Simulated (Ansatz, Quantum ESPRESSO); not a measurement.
**BP (111), zinc blende: biaxial strain and the free axis**

A thin film takes the in-plane lattice of its substrate and is free along the normal. How do the free axis and the stress follow the misfit? The strained cell has c along the film normal; unstrained it is a = 3.1963 Å, b = 3.1963 Å, c = 7.8293 Å, α = 90.00°, β = 90.00°, γ = 120.00°, with 6 atoms.

Calculated with Quantum ESPRESSO 7.5, PBEsol, GBRV 1.5 ultrasoft potentials, cutoff 680 eV, Fermi–Dirac smearing 0.02 eV, k-mesh 10×10×4, no spin polarisation, no spin-orbit coupling.

Relaxed positions at 0 %:

```csv
atom,x,y,z
P,0.0000,0.0000,0.7500
P,0.3333,0.6667,0.0833
P,0.6667,0.3333,0.4167
B,0.0000,0.0000,0.0000
B,0.3333,0.6667,0.3333
B,0.6667,0.3333,0.6667
```

```
ε∥ (%)   a (Å)   c (Å)  ε⊥ (%)  σ (GPa, tension positive)
    −3  3.1004  7.8826   0.681                     −15.41
    −1  3.1643  7.8466   0.221                      −4.74
     0  3.1963  7.8293   0.000                      −0.01
     1  3.2283  7.8132  −0.206                       4.35
     2  3.2602  7.7978  −0.402                       8.35
     3  3.2922  7.7833  −0.587                      12.01
```

**Question.** Fit both responses and give the free strain and the stress at −2 %, a row left out above.

Least squares with y = y0 + y1 ε + y2 ε² (ε in %) gives ε⊥ = 0.001 + (−0.2116) ε + (0.0051) ε² and σ = −0.01 + (4.566) ε + (−0.188) ε² GPa. The linear terms put the ratio of free to applied strain at −0.212 and the biaxial modulus at 457 GPa.

At −2 % the free strain comes out as 0.445 %. The run itself gives 0.446 %, so the estimate misses by 0.001 %, a rounding's worth.

The stress comes out as −9.89 GPa. The run itself gives −9.87 GPa, so the estimate misses by 0.02 GPa; the fitted rows themselves lie up to 0.03 GPa off the law.

The negative ε² term means that the crystal stiffens in compression and softens in tension.

The same fit over all rows at other levels or in other programs gives the strain ratio = −0.211 with PBEsol (Ansatz).

[Logs are printed without paths, hosts, clocks, repeated set-up lines and the standing remarks that a program may print on its own settings, such as how far it seeks lower states.]
